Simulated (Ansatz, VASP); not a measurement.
# Cr: VASP beside Ansatz

```
CELL_PARAMETERS angstrom
0.00000 2.55356 2.55356
2.55356 0.00000 2.55356
2.55356 2.55356 0.00000
ATOMIC_POSITIONS crystal
Cr 0.12500 0.12500 0.12500
Cr 0.87500 0.87500 0.87500
```

Alike in both runs: task single point; functional BLYP; k mesh 12 × 12 × 12; occupations fermi-dirac, width 0.1 eV; no spin polarisation.

|  | VASP | Ansatz |
| --- | --- | --- |
| version | VASP 6.6.1 | Ansatz 0.2.0 |
| potentials or method | VASP PAW PBE potentials, release 64 (Cr_pv) | plane waves (420 eV) with PAW, scalar-relativistic |
| plane-wave cutoff (eV) | 520 | 420 |
| valence electrons in the cell | 24 | 28 |

VASP gave:

| Property | Result |
| --- | --- |
| pressure (GPa) | 4.3 |

Question: What did Ansatz give for the same quantities?

Answer: Pressure (GPa): 4.1.

The two sets of potentials don't hold the same shells in valence.

Caveats: the PAW data sets were made with another functional, which shifts forces and pressure a little (VASP); the run has no spin polarisation, though such a crystal can be magnetic. Spin polarisation is off, so any magnetic state and its effect on volume and gap are missing.
